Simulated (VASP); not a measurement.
## InAs: single point with r2SCAN

**Measured values to compare with.**

From a printed reference work, data compilation, for a bulk crystal of InAs at 4.2 K: band gap 0.418 eV (direct).

InAs:

```xyz
2
Lattice="0.0000 3.0180 3.0180 3.0180 0.0000 3.0180 3.0180 3.0180 0.0000" Properties=species:S:1:pos:R:3 pbc="T T T"
In    0.0000    0.0000    0.0000
As    4.5270    4.5270    4.5270
```

- Program: VASP 6.6.1
- Task: single point
- Functional: r2SCAN
- Potentials or basis: VASP PAW PBE potentials, release 64 (In_d, As)
- Cutoff: 520 eV
- k mesh: 8 × 8 × 8
- Occupations: fermi-dirac, width 0.05 eV
- Spin: no spin polarisation
- Further INCAR settings: ALGO = Normal; EDIFF = 1e-07

```yaml
Pressure: 2.3 GPa
Band_gap_on_the_k_mesh: 0.28 eV, direct
```

Levels at points of the mesh, in eV from the valence-band top:
```
           k point  band 5  band 6  band 7  band 8  band 9  band 10  band 11  band 12  band 13
(0.00, 0.00, 0.00)  -14.71  -12.34    0.00    0.00    0.00     0.28     4.28     4.28     4.28
(0.50, 0.00, 0.00)  -14.70  -10.77   -5.91   -1.02   -1.02     1.34     5.05     5.05     7.30
(0.50, 0.50, 0.00)  -14.69  -10.20   -5.96   -2.41   -2.41     1.82     2.36     9.88     9.99
```

Wall time 96 s on 1 thread of Intel(R) Xeon(R) Platinum 8259CL CPU @ 2.50GHz (Skylake/Cascade Lake), with other jobs on the host, peak memory 0.2 GiB.

Measured gap of InAs: 0.418 eV (direct; 4.2 K; a printed reference work, data compilation). This calculation gives 0.28 eV (-0.14 eV). Spin-orbit coupling on As, In is left out. The value is that of r2SCAN, without temperature or zero-point motion.

Caveat: the PAW data sets were made with another functional, which shifts forces and pressure a little; spin-orbit coupling is left out, which moves the levels of the heavy elements.
